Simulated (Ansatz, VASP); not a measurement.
Two plane-wave programs on Sr

```
CELL_PARAMETERS angstrom
0.00000 3.01282 3.01282
3.01282 0.00000 3.01282
3.01282 3.01282 0.00000
ATOMIC_POSITIONS crystal
Sr 0.00000 0.00000 0.00000
```

Alike in both runs: functional PBE; k mesh 12 × 12 × 12; occupations gaussian, width 0.1 eV; no spin polarisation.

Ansatz relaxed the structure, and its values are those at the end. VASP's run is a single point on that final structure, the one shown.

|  | VASP | Ansatz |
| --- | --- | --- |
| version | VASP 6.6.1 | Ansatz 0.2.0 |
| potentials or method | VASP PAW PBE potentials, release 64 (Sr_sv) | scalar-relativistic, plane waves, PAW |
| plane-wave cutoff (eV) | 520 | 420 |
| valence electrons in the cell | 10 | 10 |

```tsv
	VASP	Ansatz	Ansatz less VASP
gap on the k mesh at the Fermi level (eV)	none	none	-
pressure (GPa)	0.0	0.0	-0.01
```

A gap of «none» marks a metal or a gap that the smearing closes.
